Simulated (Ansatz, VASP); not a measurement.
# Two plane-wave programs on Cr

INCAR

```
SYSTEM = Cr
PREC = Accurate
ENCUT = 520
EDIFF = 1E-7
ISMEAR = -1
SIGMA = 0.05
LREAL = .FALSE.
LASPH = .TRUE.
NELM = 100
ALGO = Normal
ISIF = 2
LWAVE = .FALSE.
LCHARG = .FALSE.
ISPIN = 2
MAGMOM = 3 3
LORBIT = 11
LMAXMIX = 4
GGA = PE
NBANDS = 23
```

File KPOINTS:

```
Automatic mesh
0
G
  11 11 6
  0 0 0
```

POSCAR

```
Cr
1.0
    2.6957846861      0.0000000000      0.0000000000
   -1.3478923430      2.3346180213      0.0000000000
    0.0000000000      0.0000000000      4.3804017928
Cr
2
Direct
    0.6666666667      0.3333333333      0.7500000000
    0.3333333333      0.6666666667      0.2500000000
```

The input input.yaml:

```yaml
crystal:
  lattice:
    - [2.6957846861, 0.0, 0.0]
    - [-1.347892343, 2.3346180213, 0.0]
    - [0.0, 0.0, 4.3804017928]
  atoms:
    - { symbol: Cr, position: [0.6666666667, 0.3333333333, 0.75], spin: 3.0 }
    - { symbol: Cr, position: [0.3333333333, 0.6666666667, 0.25], spin: 3.0 }
hamiltonian:
  xc: pbe
  pseudopotentials: { kind: paw }
magnetization:
  spin_polarized: true
kpoints:
  mp_grid: { grid: [11, 11, 6] }
scf:
  occupations: { method: fermi_dirac, width: 0.05 }
output:
  forces: true
  stress: true
  eigenvalues: true
```

Change from the starting cell: volume scaled by 0.98.

Alike in both runs: task single point; functional PBE; k mesh 11 × 11 × 6; occupations fermi-dirac, width 0.05 eV; collinear spin, ferromagnetic start.

|  | VASP | Ansatz |
| --- | --- | --- |
| version | VASP 6.6.1 | Ansatz 0.2.0 |
| potentials or method | VASP PAW PBE potentials, release 64 (Cr_pv) | Ansatz PAW |
| plane-wave cutoff (eV) | 520 | 420 |
| valence electrons in the cell | 24 | 28 |

Ansatz gave:

```
gap on the k mesh at the Fermi level (eV)                     : none
pressure (GPa)                                                : -23.5
largest component of the traceless stress (GPa)               : 3.84
net moment per atom (μB)                                      : 0.78
size of the moment on the site where the two differ most (μB) : 0.71
```

Q: Which values does VASP return?

A: gap on the k mesh at the Fermi level (eV): none; pressure (GPa): -23.6; largest component of the traceless stress (GPa): 3.57; net moment per atom (μB): 0.80; size of the moment on the site where the two differ most (μB): 0.75.

Site moments also hang on the region over which each program counts them. A gap of «none» marks a metal or a gap that the smearing closes. With one functional, cell and mesh, what is left measures potentials, basis and numerics. The two sets of potentials don't hold the same shells in valence.
